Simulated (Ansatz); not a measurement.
# Step by step: Al, relaxation of cell and atoms

Theory: DFT, PBE, PAW with Ansatz's default frozen-core files, scalar-relativistic (Ansatz 0.2.0).

Command: `ansatz run input.yaml --threads 1 --pin off --max-ram 2048MiB --backend cpu --events-out ev --progress --plain --runs-dir out` The run took 15 s on 1 thread of Intel(R) Xeon(R) Platinum 8488C (Sapphire Rapids), with other jobs on the host.

```yaml
crystal:
  lattice:
    - [2.6593518437, 0.0, 0.0]
    - [-1.3296759218, 2.3030662542, 0.0]
    - [0.0, 0.0, 4.3081499868]
  atoms:
    - { symbol: Al, position: [0.3333333333, 0.6666666667, 0.25] }
    - { symbol: Al, position: [0.6666666667, 0.3333333333, 0.75] }
kpoints:
  mp_grid: { grid: [18, 18, 10] }
scf:
  occupations: { method: fermi_dirac, width: 0.03 }
hamiltonian:
  xc: pbe
  pseudopotentials: { kind: paw }
output:
  forces: true
  stress: true
relax:
  f_tol: 0.005
  max_steps: 80
  cell: {}
```

The cell is built from the hcp type as a first guess.

The cutoff is 420 eV; energies and pressures of the walk include the program's estimate of the Pulay term.

Each frame lists the cell vectors (Å), then Cartesian positions (Å); symmetry keeps all forces zero. Free energies count from the first step, -1074.4361 eV.

The walk took 8 evaluations in all; steps that aren't listed are left out.

Step 1: E = 0.0 meV, P = 28.69 GPa

```
cell 2.6594 0.0000 0.0000 -1.3297 2.3031 0.0000 0.0000 0.0000 4.3082
Al    0.0000    1.5354    1.0770
Al    1.3297    0.7677    3.2311
```

Step 2: E = -431.3 meV, P = 7.87 GPa

```
cell 2.7890 0.0000 0.0000 -1.3945 2.4153 0.0000 0.0000 0.0000 4.5186
Al    0.0000    1.6102    1.1296
Al    1.3945    0.8051    3.3889
```

Step 3: E = -486.9 meV, P = 2.04 GPa

```
cell 2.8455 0.0000 0.0000 -1.4227 2.4643 0.0000 0.0000 0.0000 4.6083
Al    0.0000    1.6428    1.1521
Al    1.4227    0.8214    3.4562
```

Step 4: E = -491.7 meV, P = 0.25 GPa

```
cell 2.8649 0.0000 0.0000 -1.4324 2.4811 0.0000 0.0000 0.0000 4.6464
Al    0.0000    1.6540    1.1616
Al    1.4324    0.8270    3.4848
```

Step 5: E = -491.7 meV, P = 0.01 GPa

```
cell 2.8678 0.0000 0.0000 -1.4339 2.4836 0.0000 0.0000 0.0000 4.6517
Al    0.0000    1.6557    1.1629
Al    1.4339    0.8278    3.4888
```

Step 6: E = -501.1 meV, P = 0.33 GPa (the cell of the step before, solved again on a basis chosen afresh, hence the jump)

Task: How does the relaxation end?

Result: It converges, with a = 2.872 Å, b = 2.872 Å, c = 4.659 Å, α = 90.00°, β = 90.00°, γ = 120.00° (conventional cell, space group P6_3/mmc). The last solve (on a basis chosen afresh for the final cell, so its energy is not quite comparable) gives E = -501.3 meV, P = 0.01 GPa:
```
cell 2.8717 0.0000 0.0000 -1.4359 2.4870 0.0000 0.0000 0.0000 4.6586
Al    0.0000    1.6580    1.1647
Al    1.4359    0.8290    3.4940
```
